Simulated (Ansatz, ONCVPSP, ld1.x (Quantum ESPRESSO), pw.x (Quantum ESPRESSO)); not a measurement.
Which Sc potential is closest to all-electron in the fcc crystal?

All use PBE, scalar-relativistic, no spin, cutoffs from each file’s atomic test, pw.x 7.5; 12³ k-points, Fermi–Dirac smearing 0.01 Ry. Δ is the rms difference from all-electron LAPW of the E(V) curves that follow from fits to the pressures, over ±6 % in volume. Mesh and smearing are coarse and serve the comparison alone. The files are a selection: those with a ghost or negative overlap were mostly not run, and those with noisy or unconverged pressures or nearly equal Δ are left out.

All-electron: a0 = 4.633 Å (V0 = 24.86 Å³/atom), B0 = 50.8 GPa.

Problem. Rank them by Δ, smallest first.
A. PAW, ld1.x (Quantum ESPRESSO) 7.5, PBE; core [Ne], reference 3s2 3p6 3d1 4s2 4p0; waves: 3s (bound): rcut 1.55, rcutus 1.80 bohr; 4s (bound): rcut 1.55, rcutus 1.80 bohr; 3p (bound): rcut 1.75, rcutus 2.05 bohr; 4p (bound, empty): rcut 1.75, rcutus 2.05 bohr; 3d (bound): rcut 2.55, rcutus 3.05 bohr; 3d channel at 2.55 Ry: rcut 2.55, rcutus 3.05 bohr; local part: all-electron potential smoothed inside 2.25 bohr (lloc = -1); core correction: Bessel-smoothed model core inside 1.45 bohr; augmentation: BESSEL, radius 1.20 bohr.
B. norm-conserving RRKJ (Kleinman–Bylander form), ld1.x (Quantum ESPRESSO) 7.5, PBE; core [Ar], reference 3d1 4s0 4p0; waves: 4p (bound, empty): rc 3.50 bohr; 3d (bound): rc 1.45 bohr; 4s (bound, empty): rc 2.30 bohr; local part: the s channel; core correction: a·sin(br)/r model core, default radius (core density twice the valence density).
C. optimised norm-conserving Vanderbilt (ONCV), ONCVPSP 4.0.1, PBE; core [Ne], reference 3s2 3p6 3d1 4s2; waves: 3s+4s: rc 1.80 bohr, ncon 3, nbas 6, qcut 5.3 1/bohr, 2 projectors; 3p: rc 1.10 bohr, ncon 3, nbas 8, qcut 8.2 1/bohr, 2 projectors, debl 3.9 Ha; 3d: rc 2.65 bohr, ncon 4, nbas 9, qcut 5.6 1/bohr, 2 projectors, debl 3.7 Ha; local part: polynomial inside 0.75 bohr (lpopt 5, dvloc0 4 Ha); core correction: Teter function, fcfact 4.5, rcfact 1.4.

Solution. B (2.0 meV/atom), C (3.0 meV/atom), A (7.5 meV/atom).
